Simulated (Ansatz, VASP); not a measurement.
Ga3H in VASP and in Ansatz

```
Ga H
1.0
     5.85209    0.00000    0.00000
    -2.92605    5.06806    0.00000
     0.00000    0.00000    4.27559
Ga H
6 2
Direct
  0.82292 0.64583 0.25000
  0.17708 0.82292 0.75000
  0.35417 0.17708 0.25000
  0.17708 0.35417 0.75000
  0.82292 0.17708 0.25000
  0.64583 0.82292 0.75000
  0.33333 0.66667 0.25000
  0.66667 0.33333 0.75000
```

Alike in both runs: functional PBE; k mesh 6 × 6 × 4; occupations gaussian, width 0.1 eV; no spin polarisation.

Ansatz relaxed the structure, and its values are those at the end. VASP's run is a single point on that final structure, the one shown.

|  | VASP | Ansatz |
| --- | --- | --- |
| version | VASP 6.6.1 | Ansatz 0.2.0 |
| potentials or method | VASP PAW PBE potentials, release 64 (Ga_d, H) | scalar-relativistic, plane waves, PAW |
| plane-wave cutoff (eV) | 520 | 420 |
| valence electrons in the cell | 80 | 80 |

```csv
,VASP,Ansatz,Ansatz less VASP
gap on the k mesh at the Fermi level (eV),none,none,-
pressure (GPa),0.1,0.0,-0.06
```

A gap of «none» marks a metal or a gap that the smearing closes. The functional is the same, so the differences come from potentials, cutoffs and numerics.

Caveats: the k mesh is coarse (spacing up to 0.37 Å⁻¹), so the values aren't converged.
